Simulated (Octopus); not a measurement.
## MgS (Niningerite) under changes of volume

One of the cells (17.609 Å³/atom); the others are scaled copies at fixed shape and fractional positions:

```
S Mg
1.0
     0.00000    2.60165    2.60165
     2.60165    0.00000    2.60165
     2.60165    2.60165    0.00000
S Mg
1 1
Direct
  0.50000 0.50000 0.50000
  0.00000 0.00000 0.00000
```

| Property | Result |
| --- | --- |
| Program | Octopus 16.4 |
| Functional | PBE |
| Potentials or basis | pseudodojo_pbe (PseudoDojo 0.5, PBE) |
| Grid spacing | 0.131 Å |
| k mesh | 9 × 9 × 9 |
| Occupations | fermi-dirac, width 0.05 eV |
| Spin | no spin polarisation |

| volume (Å³/atom) | energy over the lowest point (meV/atom) | gap on the mesh (eV) |
| --- | --- | --- |
| 16.553 | 29.38 | 3.05 |
| 16.905 | 14.86 | 3.00 |
| 17.257 | 5.56 | 2.96 |
| 17.609 | 0.83 | 2.91 |
| 17.962 | 0.00 | 2.87 |
| 18.314 | ? | ? |
| 18.666 | 10.24 | 2.78 |

**Question.** What does the run at 18.314 Å³/atom give?

**Answer.** Energy over the lowest point 3.47 meV/atom; gap on the mesh 2.83 eV.

Worked out: A Birch-Murnaghan fit of order 3 (a polynomial in V^(-2/3)) to the other rows has its minimum at 17.84 Å³/atom with B0 = V·E''(V) = 92 GPa and B' = 3.2. It gives 3.38 meV/atom at 18.314 Å³/atom, against the run's 3.47. A straight line through the other rows of the gap, of slope -2.23 eV per unit of ln V, gives 2.82 eV, against the run's 2.83.

Energies are extrapolated to zero smearing.

Caveats: an odd mesh through Γ misses points on the zone boundary, where band edges often lie.
